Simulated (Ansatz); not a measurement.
# SnSe: a one-atom displacement scan

This session takes SnSe and sets out to measure how stiffly atom 5 (Se) is held.

Computed with Ansatz 0.2.0 (DFT LDA, scalar-relativistic, plane waves, PAW, unless a step's input says otherwise).

2 further runs of the same task are left out: 2 set aside as unsound or not needed.

**1. The structure to begin with**

Symmetry: Fm-3m, No. 225, cubic system. The conventional cell has a = 5.893 Å, b = 5.893 Å, c = 5.893 Å, α = 90.00°, β = 90.00°, γ = 90.00°. Sn (site symmetry m-3m) has 6 Se at 2.95 Å as nearest neighbours. Se (site symmetry m-3m) is surrounded by 6 Sn at 2.95 Å.

Structure file:

```cif
data_structure
_symmetry_space_group_name_H-M 'P 1'
_symmetry_Int_Tables_number 1
_cell_length_a 5.8933
_cell_length_b 5.8933
_cell_length_c 5.8933
_cell_angle_alpha 90.000
_cell_angle_beta 90.000
_cell_angle_gamma 90.000
_cell_volume 204.68
loop_
_atom_site_label
_atom_site_type_symbol
_atom_site_fract_x
_atom_site_fract_y
_atom_site_fract_z
_atom_site_occupancy
Sn1 Sn 0.00000 0.00000 0.00000 1
Sn2 Sn 0.50000 0.50000 0.00000 1
Sn3 Sn 0.50000 0.00000 0.50000 1
Sn4 Sn 0.00000 0.50000 0.50000 1
Se1 Se 0.50000 0.00000 0.00000 1
Se2 Se 0.00000 0.50000 0.00000 1
Se3 Se 0.00000 0.00000 0.50000 1
Se4 Se 0.50000 0.50000 0.50000 1
```

It is built from the cell relaxed beforehand with the same method (25.58 Å³/atom).

**2. Zero of energy**

The cell is repeated 4 times, 8 atoms in all. Reference values: F = -45054.5996 eV; pressure 0.07 GPa; largest force 0.000 eV/Å; gap on the mesh 0.32 eV. It was computed beforehand with the settings of the runs below.

**3. Next: a one-atom displacement scan**

Atom 5 (Se) is moved by x along the Cartesian unit vector (0.707, 0.707, 0.000); the cell and all other atoms stay fixed. Forces below are components along that vector, summed over the moved atoms. In a periodic cell its images move with it.

**4. x = -0.450 Å**

input.yaml

```yaml
crystal:
  lattice:
    - [5.8932955401, 0.0, 0.0]
    - [0.0, -5.8932955401, 0.0]
    - [0.0, 0.0, -5.8932955401]
  atoms:
    - { symbol: Sn, position: [0.0, 0.0, 0.0] }
    - { symbol: Sn, position: [0.5, 0.5, 0.0] }
    - { symbol: Sn, position: [0.5, 0.0, 0.5] }
    - { symbol: Sn, position: [0.0, 0.5, 0.5] }
    - { symbol: Se, position: [0.4460067717, 0.0539932283, 0.0] }
    - { symbol: Se, position: [0.0, 0.5, 0.0] }
    - { symbol: Se, position: [0.0, 0.0, 0.5] }
    - { symbol: Se, position: [0.5, 0.5, 0.5] }
basis:
  ecutwfc: 420
kpoints:
  mp_grid: { grid: [6, 6, 6] }
hamiltonian:
  xc: lda
scf:
  occupations: { method: gaussian, width: 0.05 }
output:
  forces: true
  stress: true
  eigenvalues: true
```

The run is started by

```
$ ansatz run input.yaml --threads 1 --pin off --max-ram 2560MiB --backend cpu --events-out ev --progress --plain --runs-dir out
```

**5. Point x = 0.300 Å**

input.yaml: that of step 4 with these lines changed.

```diff
@@ -10,3 +10,3 @@
     - { symbol: Sn, position: [0.0, 0.5, 0.5] }
-    - { symbol: Se, position: [0.4460067717, 0.0539932283, 0.0] }
+    - { symbol: Se, position: [0.5359954855, -0.0359954855, 0.0] }
     - { symbol: Se, position: [0.0, 0.5, 0.0] }
```

**6. x = -0.150 Å**

input.yaml: that of step 5 with these lines changed.

```diff
@@ -10,3 +10,3 @@
     - { symbol: Sn, position: [0.0, 0.5, 0.5] }
-    - { symbol: Se, position: [0.5359954855, -0.0359954855, 0.0] }
+    - { symbol: Se, position: [0.4820022572, 0.0179977428, 0.0] }
     - { symbol: Se, position: [0.0, 0.5, 0.0] }
```

**7. x = 0.375 Å**

input.yaml: that of step 6 with these lines changed.

```diff
@@ -10,3 +10,3 @@
     - { symbol: Sn, position: [0.0, 0.5, 0.5] }
-    - { symbol: Se, position: [0.4820022572, 0.0179977428, 0.0] }
+    - { symbol: Se, position: [0.5449943569, -0.0449943569, 0.0] }
     - { symbol: Se, position: [0.0, 0.5, 0.0] }
```

(Steps that only read results are left out.)

**Question.** What will these runs give?

As calculated:

| quantity | value |
| --- | --- |
| force constant along x, from the points at -0.150, 0 and 0.300 Å | 1.71 eV/Å² |

**Reading.** The restoring force grows by 1.71 eV/Å per Å near the site; for the mass of Se against a rigid frame that is a vibration of about 77 cm⁻¹. The step of 0.30 Å is wide, so anharmonic terms mix in. The undisturbed cell stays the lowest of the sampled points. The gap on the mesh stays between 0.13 and 0.32 eV.

Spin-orbit coupling is left out, though the cell holds Sn; it can move the gap.
